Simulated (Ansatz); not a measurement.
Crystal: InPd.

```xyz
2
Lattice="3.2719 0.0000 0.0000 0.0000 3.2719 0.0000 0.0000 0.0000 3.2719" Properties=species:S:1:pos:R:3 pbc="T T T"
In    0.0000    0.0000    0.0000
Pd    1.6359    1.6359    1.6359
```

The cell comes from a database or a generator and needn't be the stable form of this composition.

Program: Ansatz 0.2.0. Alike in all runs: task band structure; potentials or basis Ansatz PAW; cell as given; cutoff (eV) 420; smearing fermi-dirac 0.05 eV.

Q: Order these runs on this cell by their pressure, lowest first.
A. level LDA; spin off; k mesh 8 × 8 × 8
B. level PBE; spin SOC, no magnetisation; k mesh 6 × 6 × 6
C. level PBEsol; spin off; k mesh 8 × 8 × 8

A: A (-7.1 GPa), C (-3.0 GPa), B (3.8 GPa).

Caveats: the PAW data sets come from PBE, with cores solved anew for the run's functional, which leaves a small shift of forces and pressure (some runs).
